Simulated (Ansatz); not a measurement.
**Ti: response to strain**

Ti is deformed so: equal xy, yz and zx engineering shear strains of +3 %. What stress and forces result, by LAPW, PAW and all-electron datasets made for the crystal?

Program: Ansatz 0.2.0. Level of theory: DFT PBE, scalar-relativistic. These are calculated values, not measurements.

### 1 The starting structure

Symmetry: Fm-3m, No. 225, cubic system. The conventional cell has a = 4.060 Å, b = 4.060 Å, c = 4.060 Å, α = 90.00°, β = 90.00°, γ = 90.00°. Around Ti (site symmetry m-3m) lie 12 Ti at 2.87 Å.

Structure file:

```
Ti
1.0
     0.00000    2.03000    2.03000
     2.03000    0.00000    2.03000
     2.03000    2.03000    0.00000
Ti
1
Direct
  0.00000 0.00000 0.00000
```

### 2 The deformed structure

Space group Fm-3m before, R-3m after.

### 3 Full-potential LAPW

The input, input.yaml:

```yaml
crystal:
  lattice:
    - [0.0609, 2.06045, 2.06045]
    - [2.06045, 0.0609, 2.06045]
    - [2.06045, 2.06045, 0.0609]
  atoms:
    - { symbol: Ti, position: [0.0, 0.0, 0.0] }
kpoints:
  mp_grid: { grid: [15, 15, 15] }
scf:
  occupations: { method: fermi_dirac, width: 0.05 }
hamiltonian:
  xc: pbe
  pseudopotentials: { kind: all_electron, lapw: { basis_error: 0.00025 } }
output:
  forces: true
  stress: true
  eigenvalues: true
```

Run with:

```
$ ansatz run input.yaml --threads 1 --pin off --max-ram 2048MiB --backend cpu --events-out ev --progress --plain --runs-dir out
```

The log of the run, cut to the lines that bear on the results:

```text
LAPW: plane waves up to 8.373 Å⁻¹, error target 2.5e-4 eV per atom; small_component_spin mean_spin; Ti in spheres of 1.414 Å, 12 of its electrons in bands, Dirac shells []
[...]
Pseudopotentials: kind: all_electron
Pseudopotential: Ti, LAPW, valence charge 12, Koelling and Harmon's equation, gaussian nucleus
Functional definition: PBE
[...]
Crystal: 1 atoms, lattice volume = 16.720 Å³
Basis set: ecut = 267.08162611555196 eV, 169 PW (Γ), exchange–correlation at level 2
Bands: 10, of which v1, the nominal top of the filled ones, is band 6 counted from 1 (5 counted from 0)
Symmetry: 12 space group operations
Space group: R-3m (ITA 166), of the structure as read, at distance tolerance 2.6e-5 Å
k-points: 344 of 3375
[...]
SCF iter   1: F=—  HF=-23233.419887 eV  |F-HF|=—  |Δ(HF+E_count)|=         —  Δρ=2.25e-2  dr2=5.39e-2  ethr=4.43e-4  ⟨swp⟩=2.9  Hψ=25507  notcnv=0
[...]
the basis was enlarged: its passes take 515.2 KiB over the memory plan, 1 of 1 planned eigensolver slots
[...]
SCF iter   6: F=-23233.262341 eV  HF=-23233.262341 eV  |F-HF|=5.64e-8  |Δ(HF+E_count)|=   1.87e-7  Δρ=7.73e-6  dr2=7.75e-9  ethr=1.10e-9  ⟨swp⟩=2.9  Hψ=10622  notcnv=0
[...]
SCF converged after 6 iterations
Free energy (F): -23233.262341 eV
[...]
E sigma→0 (E₀):  -23233.255593 eV
Entropy (-TS):   -0.013494 eV (-13.494 meV/atom)
Fermi energy:    14.313111 eV
[...]
--- Forces (eV/Å), atoms counted from 1 ---
  atom   1  Ti    -0.00000000     0.00000000    -0.00000000
[...]
--- Stress (GPa, compression-positive) ---
        4.533931      -1.853400      -1.853400
       -1.853400       4.533931      -1.853400
       -1.853400      -1.853400       4.533931
  P = ⅓ Tr σ = 4.5339 GPa (45.339 kbar)
--- Band table (eV; the first three rows and the last of 344) ---
  k-point 0: bands = ["-42.2938", "-18.1649", "-18.0993", "-18.0993", "8.1558", "14.8925", "15.3474", "15.3474", "16.9546", "16.9546"]
[...]
```

It took 21 s on 1 thread, shared host.

Result: pressure 4.53 GPa; no gap.

### 4 Frozen-core PAW

Edit input.yaml of step 3 so:

```diff
@@ -13,3 +13,3 @@
   xc: pbe
-  pseudopotentials: { kind: all_electron, lapw: { basis_error: 0.00025 } }
+  pseudopotentials: { kind: paw }
 output:
@@ -18 +18,2 @@
   eigenvalues: true
+  efg: { contact_densities: true }
```

Run with:

```
$ ansatz run input.yaml --threads 1 --pin off --max-ram 2048MiB --backend cpu --events-out ev --progress --plain --runs-dir out
```

The log of the run, cut to the lines that bear on the results:

```text
[...]
Pseudopotentials: kind: paw
Pseudopotential: Ti, paw, valence charge 12, recommended cutoff 420 eV (normal)
Functional definition: PBE
[...]
Crystal: 1 atoms, lattice volume = 16.720 Å³
Basis set: ecut = 420 eV, 333 PW (Γ), exchange–correlation on 40×40×40 points (8 copies of the dense FFT grid, shifted against one another)
Bands: 10, of which v1, the nominal top of the filled ones, is band 6 counted from 1 (5 counted from 0)
Symmetry: 12 space group operations
Space group: R-3m (ITA 166), of the structure as read, at distance tolerance 2.6e-5 Å
k-points: 344 of 3375
[...]
SCF iter   1: F=—  HF=-2499.598037 eV  |F-HF|=—  |Δ(HF+E_count)|=         —  Δρ=2.73e-3  dr2=3.42e-4  ethr=1.77e-3  ⟨swp⟩=4.3  Hψ=18047  notcnv=0
[...]
SCF iter   6: F=-2499.598199 eV  HF=-2499.598199 eV  |F-HF|=8.74e-10  |Δ(HF+E_count)|=   1.13e-9  Δρ=2.65e-6  dr2=1.14e-9  ethr=2.11e-11  ⟨swp⟩=1.5  Hψ=10348  notcnv=0
[...]
SCF converged after 6 iterations
Free energy (F): -2499.598199 eV
[...]
E sigma→0 (E₀):  -2499.591449 eV
Entropy (-TS):   -0.013500 eV (-13.500 meV/atom)
Fermi energy:    13.882822 eV
[...]
--- Forces (eV/Å), atoms counted from 1 ---
  atom   1  Ti     0.00000000     0.00000000     0.00000000
[...]
--- Stress (GPa, compression-positive) ---
        4.538878      -1.849969      -1.849969
       -1.849969       4.538878      -1.849969
       -1.849969      -1.849969       4.538878
  P = ⅓ Tr σ = 4.5389 GPa (45.389 kbar)
--- PAW observables at the nuclei: V_zz in 10²¹ V/m², potentials from the cell's mean, atoms counted from 1 ---
  atom   1  Ti V_zz =    -1.229189   η = 0.0000   by run symmetry: allowed
            electrostatic potential = -2532.002088 V   contact ρ = 56791.874792 e/Å³
--- Band table (eV; the first three rows and the last of 344) ---
  k-point 0: bands = ["-42.7225", "-18.5931", "-18.5274", "-18.5274", "7.7250", "14.4615", "14.9164", "14.9164", "16.5243", "16.5243"]
[...]
```

Wall time 4.8 s (1 thread, shared host).

In short: pressure 4.54 GPa; no gap; Vzz Ti -1.23 (η = 0.00) (10²¹ V/m²).

### 5 Datasets made for this crystal

Edit input.yaml of step 4 so:

```diff
@@ -13,3 +13,3 @@
   xc: pbe
-  pseudopotentials: { kind: paw }
+  pseudopotentials: { kind: all_electron, datasets: crystal }
 output:
```

Run with:

```
$ ansatz run input.yaml --threads 1 --pin off --max-ram 2048MiB --backend cpu --events-out ev --progress --plain --runs-dir out
```

The log of the run, cut to the lines that bear on the results:

```text
[...]
band count auto-derived: 7 (N_el = 4.0; filled up to band 2; 6 by the electrons, moments and atoms)
[...]
Pseudopotentials: kind: all_electron
Pseudopotential: Ti, paw, valence charge 12, recommended cutoff 260 eV (normal), Koelling and Harmon's equation, gaussian nucleus
Functional definition: PBE
[...]
Crystal: 1 atoms, lattice volume = 16.720 Å³
Basis set: ecut = 260 eV, 169 PW (Γ), exchange–correlation on 32×32×32 points (8 copies of the dense FFT grid, shifted against one another)
Bands: 7, of which v1, the nominal top of the filled ones, is band 2 counted from 1 (1 counted from 0)
Symmetry: 12 space group operations
Space group: R-3m (ITA 166), of the structure as read, at distance tolerance 2.6e-5 Å
k-points: 344 of 3375
[...]
SCF iter   1: F=—  HF=-23233.489450 eV  |F-HF|=—  |Δ(HF+E_count)|=         —  Δρ=6.04e-2  dr2=6.00e-1  ethr=1.51e-2  ⟨swp⟩=2.1  Hψ=14942  notcnv=0
[...]
Fermi energy:    14.312923 eV
[...]
  The terms above E_closure are by the made datasets' own strengths, without shells solved beside the bands.
--- Forces (eV/Å), atoms counted from 1 ---
  atom   1  Ti    -0.00000000     0.00000000     0.00000000
[...]
--- Stress (GPa, compression-positive) ---
        4.534286      -1.853468      -1.853468
       -1.853468       4.534286      -1.853468
       -1.853468      -1.853468       4.534286
  P = ⅓ Tr σ = 4.5343 GPa (45.343 kbar)
  It holds what live shells' own plane waves past their cutoff add
--- PAW observables at the nuclei: V_zz in 10²¹ V/m², potentials from the cell's mean, atoms counted from 1 ---
  atom   1  Ti V_zz =    -1.178632   η = 0.0000   by run symmetry: allowed
            electrostatic potential = -2531.921592 V   contact ρ = 56839.267599 e/Å³
--- Band table (eV; the first three rows and the last of 344) ---
  k-point 0: bands = ["8.1559", "14.8923", "15.3471", "15.3471", "16.9543"]
[...]
```

Run time: 8.1 s. Hardware: 1 thread, shared host.

Read from it: pressure 4.53 GPa; no gap; Vzz Ti -1.18 (η = 0.00) (10²¹ V/m²).

### 6 Side by side

Stress (GPa, compression positive):

```tsv
method	xx	yy	zz	yz	xz	xy
LAPW	4.53	4.53	4.53	-1.85	-1.85	-1.85
PAW	4.54	4.54	4.54	-1.85	-1.85	-1.85
crystal datasets	4.53	4.53	4.53	-1.85	-1.85	-1.85
```

| method | pressure (GPa) | Vzz Ti (10²¹ V/m²) | SCF cycles, all passes | time |
| --- | --- | --- | --- | --- |
| LAPW | 4.53 | – | 6 | 21 s |
| PAW | 4.54 | -1.23 | 6 | 4.8 s |
| crystal datasets | 4.53 | -1.18 | 7 | 8.1 s |

### 7 Outcome

| quantity | value |
| --- | --- |
| pressure | LAPW 4.53, PAW 4.54, crystal datasets 4.53 GPa |
| largest shear or deviatoric stress (LAPW) | 1.85 GPa |

What this shows: The largest part of the stress beyond the pressure is 1.85 GPa in size. No run of the undeformed cell stands beside it, so the pressure holds what the given cell had before the change. PAW: stress within 0.01 GPa of LAPW. Crystal datasets: stress within 0.01 GPa of LAPW.
